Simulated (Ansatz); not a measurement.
## CuI, space group P4/nmm: a calculation of the dielectric tensor and Born charges, step by step

With Ansatz 0.2.0, Python API.

The cells in order, each with its output:

In [1]:
```python
import ansatz as az
import numpy as np
```

In [2]:
```python
KMESH = (6, 6, 4)
CUTOFF = 420
XC = "LDA"
OCCUPATIONS = "fixed"
```

In [3]:
```python
crystal = (
    az.Lattice.from_parameters(4.0229, 4.0229, 5.6506, alpha=90, beta=90, gamma=90)
    .space_group(129, hermann_mauguin="P4/nmm", origin_choice=1)
    .atom("Cu", (0.0, 0.0, 0.0))
    .atom("I", (0.0, 0.5, 0.2913))
)
```

In [4]:
```python
# an insulator: whole occupations
setup = (
    crystal.calculation()
    .kpoints(*KMESH)
    .basis(CUTOFF)
    .functional(XC)
    .occupations(OCCUPATIONS)
    .dielectric()
)
done = setup.run(threads=1, pin="off")
response = done.dielectric
eps = np.asarray(response.eps_inf)
```

In [5]:
```python
print(f"mean eps_inf {np.trace(eps) / 3:.3f}, fraction of exact exchange 1/eps = {3 / np.trace(eps):.3f}")
print(np.array2string(eps, precision=3, suppress_small=True))
for site, z in zip(done.lattice.sites, response.zstar_e):
    print(f"{site.symbol:2s} Z* trace/3 = {np.trace(z) / 3:+.3f} e")
print(f"charge neutrality missed by {response.zstar_sum_residual_pre_e:.4f} e before the sum rule")
```
```text
mean eps_inf 7.455, fraction of exact exchange 1/eps = 0.134
[[7.561 0.    0.   ]
 [0.    7.561 0.   ]
 [0.    0.    7.245]]
Cu Z* trace/3 = +0.959 e
Cu Z* trace/3 = +0.959 e
I  Z* trace/3 = -0.959 e
I  Z* trace/3 = -0.959 e
charge neutrality missed by 0.0031 e before the sum rule
```

Caveats:
- Spin is left out of this run.
- The Fermi level of a run with fixed occupations marks the highest occupied state on its mesh, not mid-gap.
- Averages over directions belong to no single polarisation, least of all in layered crystals.
- Pressure is positive in compression.
- Without a Hubbard U or exact exchange, semilocal functionals often make such 3d compounds metallic or too weakly gapped.
- The starting cell is as deposited in a crystallographic database; the results hold for this polymorph, which needn't be the stable one.
- This is the electronic (clamped-ion) response; a semilocal gap that is too small tends to raise it. The typed mesh is that of the SCF; the response is solved on denser meshes that the run picks.
- Finished in 2.8 min on 1 thread of Arm Neoverse V1 (shared host), peak memory 1.2 GiB.
